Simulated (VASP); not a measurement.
Input of a VASP 6.6.1 run:

Contents of INCAR:

```
PREC = Accurate ; ENCUT = 520
EDIFF = 1E-6 ; ISMEAR = 0
SIGMA = 0.05 ; LREAL = False
LASPH = True ; NELM = 100
ALGO = Normal ; ISIF = 2
LWAVE = False ; LCHARG = False
GGA = PS ; NBANDS = 17
```

The input KPOINTS:

```
regular mesh
0
Gamma
  10 10 10
```

Contents of POSCAR:

```
TePb
1.0
    0.0000000000      3.2310000000      3.2310000000
    3.2310000000      0.0000000000      3.2310000000
    3.2310000000      3.2310000000      0.0000000000
Te Pb
1 1
Direct
    0.5000000000      0.5000000000      0.5000000000
    0.0000000000      0.0000000000      0.0000000000
```

Potentials or basis: VASP PAW PBE potentials, release 64 (Te, Pb_d).

Run with:

```bash
$ cat potpaw_PBE.64/Te/POTCAR potpaw_PBE.64/Pb_d/POTCAR > POTCAR
$ mpirun -np 1 vasp_std > vasp.out
```

Task: What does it give for the pressure?

Result: -0.4 GPa.

Task: Estimate the band gap on the k mesh.

Result: 0.67 eV, direct.

Caveat: the PAW data sets were made with another functional, which shifts forces and pressure a little; spin-orbit coupling is left out, which as a rule narrows the gap of such compounds by several tenths of an eV.

**Experimental background.**

From a printed reference work, monograph, for a bulk crystal of TePb at 4.2 K: band gap 0.19 eV (direct).

Measured gap of TePb: 0.19 eV (direct; 4.2 K; a printed reference work, monograph). This calculation gives 0.67 eV (+0.48 eV). Spin-orbit coupling on Pb, Te is left out. The value is that of PBEsol on a finite k mesh, which can miss the band edges, without temperature or zero-point motion.
